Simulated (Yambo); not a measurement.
## AlN: GW quasiparticle levels with PBE

The system is AlN.

```
Al N
1.0
     0.00000    2.18399    2.18399
     2.18399    0.00000    2.18399
     2.18399    2.18399    0.00000
Al N
1 1
Direct
  0.00000 0.00000 0.00000
  0.25000 0.25000 0.25000
```

Measurements of this composition are mostly on another form, of space group No. 186.

```json
{
  "Program": "Yambo 5.3.0",
  "Task": "GW quasiparticle levels",
  "Functional": "PBE",
  "Potentials or basis": "PseudoDojo 0.4.1 SR PBE standard",
  "Cutoff": "1143 eV",
  "Density cutoff": "4572 eV",
  "k mesh": "4 × 4 × 4",
  "Occupations": "fixed",
  "Spin": "no spin polarisation",
  "k mesh of the self-consistent run": "10 × 10 × 10",
  "Random integration of the Coulomb term": "yes",
  "Direction of the field or of q to 0": "x + y + z",
  "Broadening": "0.1 eV",
  "States corrected": "all k points",
  "Frequency dependence of W": "plasmon pole",
  "Terminator of the band sum in the self-energy": "Bruneval-Gonze",
  "Quasiparticle equation": "linearised (Newton)",
  "Imaginary frequency of the plasmon-pole fit": "27.2114 eV",
  "Self-consistency": "eigenvalues in G alone",
  "Bands in the response": "154",
  "Bands in the self-energy": "154",
  "Cutoff of the response matrix": "12 Ry",
  "Cutoff of exchange and Vxc": "84 Ry",
  "Bands corrected (first, last)": "[2, 8]"
}
```

```
Band gap on the k mesh, mean-field level          : 3.32 eV, indirect (least direct gap 4.19 eV)
Quasiparticle gap                                 : 4.83 eV
Least direct quasiparticle gap                    : 5.90 eV
Quasiparticle gap at Γ                            : 5.90 eV
Band gap of the same states before the correction : 3.32 eV
```

Quasiparticle terms (eV):
```tsv
k point	band	Kohn-Sham level	Vxc	Σx	Σc	Z	result
(0.000, 0.000, 0.000)	2	0.00	-16.96	-21.00	2.89	0.80	0.00
(0.000, 0.000, 0.000)	3	0.00	-16.96	-21.00	2.89	0.80	0.00
(0.000, 0.000, 0.000)	4	0.00	-16.96	-21.00	2.88	0.80	0.00
(0.000, 0.000, 0.000)	5	4.19	-12.51	-7.96	-3.66	0.83	5.90
(0.000, 0.000, 0.000)	6	12.59	-9.88	-4.11	-4.72	0.84	14.45
(0.000, 0.000, 0.000)	7	12.59	-9.88	-4.11	-4.71	0.84	14.46
(0.000, 0.000, 0.000)	8	12.59	-9.88	-4.11	-4.71	0.84	14.46
(0.000, 0.000, 0.250)	2	-3.26	-14.39	-19.32	3.23	0.79	-3.69
(0.000, 0.000, 0.250)	3	-0.26	-16.75	-20.88	2.93	0.80	-0.30
(0.000, 0.000, 0.250)	4	-0.26	-16.75	-20.88	2.92	0.80	-0.30
(0.000, 0.000, 0.250)	5	6.45	-12.95	-7.88	-3.94	0.83	8.35
(0.000, 0.000, 0.250)	6	10.98	-11.50	-5.49	-4.69	0.83	13.03
(0.000, 0.000, 0.250)	7	12.35	-9.81	-3.99	-4.73	0.84	14.24
(0.000, 0.000, 0.250)	8	12.35	-9.81	-3.99	-4.72	0.84	14.24
(0.000, 0.000, -0.500)	2	-5.86	-12.61	-18.47	3.77	0.78	-6.59
(0.000, 0.000, -0.500)	3	-0.48	-16.60	-20.84	2.98	0.80	-0.56
(0.000, 0.000, -0.500)	4	-0.48	-16.60	-20.84	2.97	0.80	-0.57
(0.000, 0.000, -0.500)	5	7.39	-10.99	-5.86	-4.13	0.84	9.21
(0.000, 0.000, -0.500)	6	9.85	-13.25	-6.82	-4.84	0.82	12.09
(0.000, 0.000, -0.500)	7	11.17	-9.53	-3.96	-4.52	0.85	13.03
```

Caveat: the k mesh is coarse (spacing up to 0.62 Å⁻¹), so the values aren't converged; between passes the levels were reset to the linearisation about the Kohn-Sham level, since this version mixes two points of expansion; the levels printed in its table differ; this version prints the column dSc/dw multiplied by 27.2; the terminator is approximate in this version, by hundredths of an eV. A k mesh can miss the band edges.
